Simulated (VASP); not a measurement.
The system is AgBr.

```
Ag Br
1.0
     0.00000    2.89273    2.89273
     2.89273    0.00000    2.89273
     2.89273    2.89273    0.00000
Ag Br
1 1
Direct
  0.00000 0.00000 0.00000
  0.50000 0.50000 0.50000
```

The cell was built by a generator and needn't be a form met in nature.

Base run:

* Program: VASP 6.6.1
* Functional: HSE06
* Potentials or basis: VASP PAW PBE potentials, release 64 (Ag, Br)
* Cutoff: 520 eV
* k mesh: 6 × 6 × 6
* Occupations: gaussian, width 0.01 eV
* Spin: no spin polarisation

Its results: band gap on the k mesh 2.01 eV, indirect (least direct gap 3.76 eV); pressure 0.8 GPa.

Task: The run is repeated on the same cell with these changes: functional from HSE06 to PBE. What comes out?

Result: Band gap on the k mesh 0.68 eV, indirect (least direct gap 2.53 eV); pressure 1.2 GPa.

HSE06 gives the wider gap, since exact exchange removes part of the self-interaction.

Caveats: the PAW data sets were made with another functional, which shifts forces and pressure a little (some runs).

A k mesh can miss the band edges.
